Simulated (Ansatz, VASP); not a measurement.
## Two plane-wave programs on SiC

File POSCAR:

```
SiC
1.0
    0.0000000000      2.3479200000      2.0870400000
    2.3479200000      0.0000000000      2.0870400000
    2.3479200000      2.3479200000      0.0000000000
Si C
1 1
Direct
    0.0000000000      0.0000000000      0.0000000000
    0.7500000000      0.7500000000      0.7500000000
```

The input INCAR.step1:

```
SYSTEM = SiC
PREC = Accurate
ENCUT = 520
ISMEAR = 0
SIGMA = 0.05
LREAL = .FALSE.
LASPH = .TRUE.
NELM = 60
NBANDS = 11
GGA = PE
ALGO = Normal
EDIFF = 1E-4
LWAVE = .TRUE.
LCHARG = .FALSE.
```

Contents of INCAR.step2:

```
SYSTEM = SiC
PREC = Accurate
ENCUT = 520
EDIFF = 1E-6
ISMEAR = 0
SIGMA = 0.05
LREAL = .FALSE.
LASPH = .TRUE.
NELM = 60
ALGO = Normal
ISIF = 2
LWAVE = .FALSE.
LCHARG = .FALSE.
METAGGA = R2SCAN
LMIXTAU = .TRUE.
NBANDS = 11
ISTART = 1
```

Contents of KPOINTS:

```
regular mesh
0
G
  12 12 12
  0 0 0
```

Input for Ansatz:

```yaml
crystal:
  lattice:
    - [0.0, 2.34792, 2.08704]
    - [2.34792, 0.0, 2.08704]
    - [2.34792, 2.34792, 0.0]
  atoms:
    - { symbol: Si, position: [0.0, 0.0, 0.0] }
    - { symbol: C, position: [0.75, 0.75, 0.75] }
basis:
  ecutwfc: 500
kpoints:
  mp_grid: { grid: [12, 12, 12] }
hamiltonian:
  xc: r2scan
scf:
  occupations: { method: gaussian, width: 0.05 }
output:
  forces: true
  stress: true
  eigenvalues: true
```

Change from the starting cell: strain +0.080 along x and y, -0.040 along z, atoms carried along.

Alike in both runs: task single point; functional r2SCAN; k mesh 12 × 12 × 12; occupations gaussian, width 0.05 eV; no spin polarisation.

|  | VASP | Ansatz |
| --- | --- | --- |
| version | VASP 6.6.1 | Ansatz 0.2.0 |
| potentials or method | VASP PAW PBE potentials, release 64 (Si, C) | scalar-relativistic, plane waves, PAW |
| plane-wave cutoff (eV) | 520 | 500 |
| valence electrons in the cell | 8 | 8 |

```csv
,VASP,Ansatz,Ansatz less VASP
gap on the k mesh at the Fermi level (eV),0.74,0.73,-0.007
least direct gap on the mesh (eV),4.80,4.79,-0.011
pressure (GPa),-20.5,-20.4,+0.09
largest component of the traceless stress (GPa),17.12,17.06,-0.067
```

The functional is the same, so the differences come from potentials, cutoffs and numerics.

Caveats: so large a pressure means that the cell lies far from this level's equilibrium, or that cutoff or potentials fall short (VASP); the potentials were made for another functional, which shifts forces and pressure (VASP). A k mesh can miss the band edges.
